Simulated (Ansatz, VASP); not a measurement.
**HfC in VASP and in Ansatz**

```
Hf C
1.0
     0.00000    2.22801    2.22801
     2.22801    0.00000    2.22801
     2.22801    2.22801    0.00000
Hf C
1 1
Cartesian
  2.2280 2.2280 2.2280
  0.0000 0.0000 0.0000
```

Alike in both runs: task single point; functional PBE; dispersion D3(BJ); k mesh 11 × 11 × 11; no spin polarisation.

```csv
,VASP,Ansatz
version,VASP 6.6.1,Ansatz 0.2.0
potentials or method,"VASP PAW PBE potentials, release 64 (Hf_pv, C)","plane waves, PAW"
plane-wave cutoff (eV),520,510
occupations,"methfessel-paxton of order 1, width 0.1 eV","cold, width 0.1 eV"
valence electrons in the cell,14,30
```

```tsv
	VASP	Ansatz	Ansatz less VASP
dispersion energy (meV/atom)	-409.3	-409.5	-0.13
```

The two sets of potentials don't hold the same shells in valence.

 Spin-orbit coupling is left out, which matters for the levels of Hf.
